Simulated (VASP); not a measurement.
# W (Im-3m) in VASP: elastic constants with PBE

Aim: the elastic constants of W with PBE.

Everything below comes from runs of VASP 6.6.1. Logs are shortened: lines on timing, memory, paths and dates and some standing lists are left out, and cuts for length are marked.

**1. The structure**

The structure is cubic, space group Im-3m (No. 229). Conventional cell: a = 3.185 Å, b = 3.185 Å, c = 3.185 Å, α = 90.00°, β = 90.00°, γ = 90.00°. W (site symmetry m-3m) is surrounded by 8 W at 2.76 Å.

The cell was built by a generator and needn't be a form met in nature.

**2. Elastic constants, PBE**

POSCAR reads:

```
W
1.0
   -1.5924246260      1.5924246260      1.5924246260
    1.5924246260     -1.5924246260      1.5924246260
    1.5924246260      1.5924246260     -1.5924246260
  W
     1
Direct
     0.0000000000000000    0.0000000000000000    0.0000000000000000
```

INCAR.step1 reads:

```
SYSTEM = W
PREC = Accurate
ENCUT = 600
EDIFF = 1E-8
ISMEAR = -1
SIGMA = 0.05
LREAL = .False.
LASPH = .True.
NELM = 100
ALGO = Normal
ISIF = 3
LWAVE = .False.
LCHARG = .False.
GGA = PE
KPAR = 4
IBRION = 2
NSW = 40
EDIFFG = -0.002
```

INCAR.step2 reads:

```
SYSTEM = W
PREC = Accurate
ENCUT = 600
EDIFF = 1E-8
ISMEAR = -1
SIGMA = 0.05
LREAL = .False.
LASPH = .True.
NELM = 100
ALGO = Normal
ISIF = 3
LWAVE = .False.
LCHARG = .False.
GGA = PE
KPAR = 4
IBRION = 6
NFREE = 2
POTIM = 0.015
NSW = 1
```

KPOINTS reads:

```
regular mesh
0
Gamma
  16 16 16
  0 0 0
```

Potentials or basis: VASP PAW PBE potentials, release 64 (W_sv).

Started as:

```console
$ cat potpaw_PBE.64/W_sv/POTCAR > POTCAR
$ cp INCAR.step1 INCAR
$ mpirun -np 4 vasp_std > vasp.out
$ cp CONTCAR POSCAR
$ cp INCAR.step2 INCAR
$ mpirun -np 4 vasp_std > vasp.out
```

OUTCAR:

```text
SYSTEM = W
   PREC = Accurate
   ENCUT = 600
   EDIFF = 1E-8
   ISMEAR = -1
   LREAL = .False.
   LASPH = .True.
   NELM = 100
   ISIF = 3
   GGA = PE
   IBRION = 6
   NFREE = 2
   POTIM = 0.015
   NSW = 1

 ion  position               nearest neighbor table
   1  0.000  0.000  0.000-

  LATTYP: Found a body centered cubic cell.
 ALAT       =     3.1848492520

  Lattice vectors:

 A1 = (  -1.5924246260,   1.5924246260,   1.5924246260)
 A2 = (   1.5924246260,  -1.5924246260,   1.5924246260)
 A3 = (   1.5924246260,   1.5924246260,  -1.5924246260)

Analysis of symmetry for initial positions (statically):
=====================================================================
 Subroutine PRICEL returns:
 Original cell was already a primitive cell.

 Routine SETGRP: Setting up the symmetry group for a
 body centered cubic supercell.

 Subroutine GETGRP returns: Found 48 space group operations
 (whereof 48 operations were pure point group operations)
 out of a pool of 48 trial point group operations.

The static configuration has the point symmetry O_h .

Analysis of symmetry for dynamics (positions and initial velocities):
=====================================================================
 Subroutine PRICEL returns:
 Original cell was already a primitive cell.

 Routine SETGRP: Setting up the symmetry group for a
 body centered cubic supercell.

 Subroutine GETGRP returns: Found 48 space group operations
 (whereof 48 operations were pure point group operations)
 out of a pool of 48 trial point group operations.

The dynamic configuration has the point symmetry O_h .

 Subroutine INISYM returns: Found 48 space group operations
 (whereof 48 operations are pure point group operations),
 and found     1 'primitive' translations

----------------------------------------------------------------------------------------

                                     Primitive cell

  volume of cell :      16.1524

  direct lattice vectors                    reciprocal lattice vectors
[... 332 lines left out ...]
      1     -63.0327      2.00000
      2     -26.6218      2.00000
      3     -26.6218      2.00000
      4     -26.6218      2.00000
      5       1.6405      2.00000
      6       9.9763      2.00000
      7       9.9763      2.00000
      8       9.9763      2.00000
      9      13.3914      0.00000
     10      13.3914      0.00000
     11      25.6471      0.00000
[... 309 lines left out ...]
 k-point    24 :       0.2500    0.1875    0.0000
  band No.  band energies     occupation
      1     -62.9235      2.00000
      2     -27.5737      2.00000
      3     -27.0180      2.00000
      4     -26.7262      2.00000
      5       5.8932      2.00000
      6       8.1141      2.00000
      7       8.8869      2.00000
      8      12.7165      0.00000
      9      14.2079      0.00000
     10      16.3480      0.00000
     11      23.4255      0.00000

 [... further k-points ...]
[... 5 lines left out ...]
  --------------------------------------------------------------------------------------
  -------------------------------------------------------------------------------------
  Total       -0.0001488     -0.0001488     -0.0001488      0.0000000      0.0000000      0.0000000
  in kB       -0.0147594     -0.0147594     -0.0147594      0.0000000      0.0000000      0.0000000
  external PRESSURE =      -0.0147594 kB  Pullay stress =       0.0000000 kB
[... 16 lines left out ...]
  FREE ENERGIE OF THE ION-ELECTRON SYSTEM (eV)
  ---------------------------------------------------
  free  energy   TOTEN  =       -12.9594530356 eV

  energy  without entropy=      -12.9546635536  energy(sigma->0) =      -12.95705829

 INTERNAL STRAIN TENSORS FROM STRAINED CELLS
 ============================================

 INTERNAL STRAIN TENSOR FOR ION    1 for displacements in x,y,z  (eV/Angst):
          X           Y           Z          XY          YZ          ZX
  --------------------------------------------------------------------------------
  x     0.00000    -0.00000    -0.00000    -0.00000     0.00000    -0.00000
  y     0.00000    -0.00000    -0.00000     0.00000     0.00000     0.00000
  z     0.00000     0.00000     0.00000     0.00000     0.00000    -0.00000

 INTERNAL STRAIN TENSORS FROM DISPLACED ATOMS
 ============================================

 INTERNAL STRAIN TENSOR FOR ION    1 for displacements in x,y,z  (eV/Angst):
          X           Y           Z          XY          YZ          ZX
  --------------------------------------------------------------------------------
  x     0.00000     0.00000     0.00000     0.00000     0.00000     0.00000
  y     0.00000     0.00000     0.00000     0.00000     0.00000     0.00000
  z     0.00000     0.00000     0.00000     0.00000     0.00000     0.00000

 Eigenvectors and eigenvalues of the dynamical matrix
 ----------------------------------------------------

   1 f/i=    0.000000 THz     0.000000 2PiTHz    0.000000 cm-1     0.000000 meV
             X         Y         Z           dx          dy          dz
      0.000000  0.000000  0.000000     0.619644   -0.784883    0.000000

   2 f/i=    0.000000 THz     0.000000 2PiTHz    0.000000 cm-1     0.000000 meV
             X         Y         Z           dx          dy          dz
      0.000000  0.000000  0.000000     0.784883    0.619644    0.000000

   3 f/i=    0.000000 THz     0.000000 2PiTHz    0.000000 cm-1     0.000000 meV
             X         Y         Z           dx          dy          dz
      0.000000  0.000000  0.000000     0.000000    0.000000    1.000000

--------------------------------------------------------------------------------------------------------

 ELASTIC MODULI CONTR FROM IONIC RELAXATION (kBar)
 Direction    XX          YY          ZZ          XY          YZ          ZX
 --------------------------------------------------------------------------------
 XX           0.0000      0.0000      0.0000      0.0000      0.0000      0.0000
 YY           0.0000      0.0000      0.0000      0.0000      0.0000      0.0000
 ZZ           0.0000      0.0000      0.0000      0.0000      0.0000      0.0000
 XY           0.0000      0.0000      0.0000      0.0000      0.0000      0.0000
 YZ           0.0000      0.0000      0.0000      0.0000      0.0000      0.0000
 ZX           0.0000      0.0000      0.0000      0.0000      0.0000      0.0000
 --------------------------------------------------------------------------------

 TOTAL ELASTIC MODULI (kBar)
 Direction    XX          YY          ZZ          XY          YZ          ZX
 --------------------------------------------------------------------------------
 XX        4973.1434   2059.4062   2059.4062     -0.0000      0.0000     -0.0000
 YY        2059.4062   4973.1434   2059.4062     -0.0000     -0.0000     -0.0000
 ZZ        2059.4062   2059.4062   4973.1434     -0.0000     -0.0000     -0.0000
 XY          -0.0000     -0.0000     -0.0000   1276.3187      0.0000      0.0000
 YZ           0.0000     -0.0000     -0.0000      0.0000   1276.3187      0.0000
 ZX          -0.0000     -0.0000     -0.0000      0.0000      0.0000   1276.3187
 --------------------------------------------------------------------------------
```

OUTCAR.step1:

```text
SYSTEM = W
   PREC = Accurate
   ENCUT = 600
   EDIFF = 1E-8
   ISMEAR = -1
   LREAL = .False.
   LASPH = .True.
[... 559 lines left out ...]
      0.00000      0.00000      0.00000        -0.000000     -0.000000      0.000000
 -----------------------------------------------------------------------------------
    total drift:                               -0.000000     -0.000000      0.000000

  FREE ENERGIE OF THE ION-ELECTRON SYSTEM (eV)
  ---------------------------------------------------
  free  energy   TOTEN  =       -12.9594532128 eV

  energy  without entropy=      -12.9546637355  energy(sigma->0) =      -12.95705847

 reached required accuracy - stopping structural energy minimisation
```

OSZICAR.step1:

```text
N       E                     dE             d eps       ncg     rms          rms(c)
DAV:   1     0.841137881399E+02    0.84114E+02   -0.85733E+03  3190   0.159E+03
DAV:   2    -0.118466909267E+02   -0.95960E+02   -0.92732E+02  3451   0.354E+02
DAV:   3    -0.135867071948E+02   -0.17400E+01   -0.17256E+01  3621   0.465E+01
DAV:   4    -0.135965014891E+02   -0.97943E-02   -0.97917E-02  3427   0.379E+00
DAV:   5    -0.135965810608E+02   -0.79572E-04   -0.79572E-04  3577   0.350E-01    0.202E+01
DAV:   6    -0.130931877339E+02    0.50339E+00   -0.59898E-01  3382   0.103E+01    0.794E+00
DAV:   7    -0.129633105741E+02    0.12988E+00   -0.31965E-01  3514   0.705E+00    0.694E-01
DAV:   8    -0.129595883045E+02    0.37223E-02   -0.42045E-03  3289   0.100E+00    0.130E-01
DAV:   9    -0.129594579504E+02    0.13035E-03   -0.24275E-04  3594   0.202E-01    0.397E-02
DAV:  10    -0.129594529598E+02    0.49906E-05   -0.16413E-05  3454   0.590E-02    0.292E-03
DAV:  11    -0.129594533868E+02   -0.42694E-06   -0.22781E-07  3439   0.678E-03    0.568E-04
DAV:  12    -0.129594531962E+02    0.19054E-06   -0.62015E-09  2301   0.119E-03    0.751E-05
DAV:  13    -0.129594532122E+02   -0.16009E-07   -0.49735E-10  1763   0.377E-04    0.324E-05
DAV:  14    -0.129594532128E+02   -0.56707E-09   -0.16722E-10  1694   0.207E-04
   1 F= -.12959453E+02 E0= -.12957058E+02  d E =-.129595E+02
```

It took 12 min on 4 MPI ranks of AMD EPYC 7R43 (Zen 3), shared host; peak memory 0.5 GiB.

Results:

| Item | Value |
| --- | --- |
| Elastic constants C11, C12, C44 | 497, 206, 128 GPa |
| Voigt bulk modulus | 303 GPa |

Elastic tensor in Voigt notation (GPa, in the Cartesian axes of the cell as first typed):
```
497 206 206   0   0   0
206 497 206   0   0   0
206 206 497   0   0   0
  0   0   0 128   0   0
  0   0   0   0 128   0
  0   0   0   0   0 128
```

Clamped-ion elastic tensor (GPa):
```
497 206 206   0   0   0
206 497 206   0   0   0
206 206 497   0   0   0
  0   0   0 128   0   0
  0   0   0   0 128   0
  0   0   0   0   0 128
```
